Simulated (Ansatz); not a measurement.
# SiO2: electron density at the nuclei under pressure

```xyz
6
Lattice="-2.3740 2.3740 3.7440 2.3740 -2.3740 3.7440 2.3740 2.3740 -3.7440" Properties=species:S:1:pos:R:3 pbc="T T T"
Si    0.0000    0.0000    0.0000
Si    0.0000    2.3740    1.8720
O     1.1870    2.9599    2.8080
O     0.5858    1.1870    0.9360
O    -1.1870    1.7882    2.8080
O    -0.5858    3.5611    0.9360
```

Atom numbers follow the list: Si1, Si2, O3, O4, O5, O6.

The cell is COD entry 9006285, as deposited and not checked against the literature; nothing was relaxed.

Theory: DFT, PBE, all-electron PAW with datasets made for the crystal, scalar-relativistic in Ansatz 0.2.0.

Settings: a Γ-centred 7×7×7 k mesh, Fermi–Dirac smearing of 0.03 eV, cutoff 540 eV (chosen by the program for this cell), no spin polarisation.

The contact density is the mean electron density over the nuclear volume; its changes follow the s electrons' response to bonding and compression. Changes below are taken from the unscaled cell, where it is 12810.5 e/Å³ at Si1, 2154.47 e/Å³ at O3.

Volumes at which the program chose other datasets or cutoffs are left out.

| V/V(cell) | P (GPa) | Δρ(0) Si1 (e/Å³) | Δρ(0) O3 (e/Å³) |
| --- | --- | --- | --- |
| 1.0000 | 3.5 | 0.00 | 0.00 |
| 1.0100 | 1.8 | -0.01 | ? |
| 1.0200 | 0.2 | -0.01 | ? |
| 1.0400 | -2.8 | -0.01 | ? |

**Question.** Fill in "Δρ(0) O3 (e/Å³)" for the row "1.0400".

**Answer.** 0.23.

**Question.** What belongs in the row "1.0100", column "Δρ(0) O3 (e/Å³)"?

**Answer.** 0.05.

**Question.** What belongs in the row "1.0200", column "Δρ(0) O3 (e/Å³)"?

**Answer.** 0.11.

The datasets are made afresh for each cell, so very small changes are uncertain.
